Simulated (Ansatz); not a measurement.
A calculation with Ansatz 0.2.0 of AgBr (native input, structure typed inline):

File input.yaml:

```yaml
crystal:
  lattice:
    - [0.0, 2.87015, 2.87015]
    - [2.87015, 0.0, 2.87015]
    - [2.87015, 2.87015, 0.0]
  atoms:
    - { symbol: Ag, position: [0.0, 0.0, 0.0] }
    - { symbol: Br, position: [0.5, 0.5, 0.5] }
hamiltonian:
  xc: r2scan
  pseudopotentials: { kind: paw_fr }
  dispersion: d3bj
magnetization:
  noncollinear: true
  spin_orbit: true
kpoints:
  mp_grid: { grid: [8, 8, 8] }
scf:
  occupations: { method: fermi_dirac, width: 0.01 }
output:
  forces: true
  stress: true
  eigenvalues: true
  efg: {}
```

Potentials or basis: Ansatz PAW.

Launch:

```bash
$ ansatz run input.yaml --threads 1 --pin off --max-ram 2560MiB --backend cpu --events-out ev --progress --plain --runs-dir out
```

Task: Write the same calculation in another form: native input, Cartesian positions.

Result: As run:

Contents of input.yaml:

```yaml
crystal:
  lattice:
    - [0.0, 2.87015, 2.87015]
    - [2.87015, 0.0, 2.87015]
    - [2.87015, 2.87015, 0.0]
  atoms:
    - { symbol: Ag, position_ang: [0.0, 0.0, 0.0] }
    - { symbol: Br, position_ang: [2.87015, 2.87015, 2.87015] }
hamiltonian:
  xc: r2scan
  pseudopotentials: { kind: paw_fr }
  dispersion: d3bj
magnetization:
  noncollinear: true
  spin_orbit: true
kpoints:
  mp_grid: { grid: [8, 8, 8] }
scf:
  occupations: { method: fermi_dirac, width: 0.01 }
output:
  forces: true
  stress: true
  eigenvalues: true
  efg: {}
```

Potentials or basis: Ansatz PAW.

Command:

```sh
$ ansatz run input.yaml --threads 1 --pin off --max-ram 2560MiB --backend cpu --events-out ev --progress --plain --runs-dir out
```

Both were run:

|  | native input, structure typed inline | native input, Cartesian positions |
| --- | --- | --- |
| Pressure | -0.1 GPa | -0.1 GPa |
| Band gap on the k mesh | 1.21 eV, indirect (least direct gap 3.12 eV) | 1.21 eV, indirect (least direct gap 3.12 eV) |

Keys that steer only the numerical path or the files written may differ.

Caveat: the PAW data sets come from PBE, with cores solved anew for the run's functional, which leaves a small shift of forces and pressure; the dispersion damping was fitted for another functional or another form of the correction.
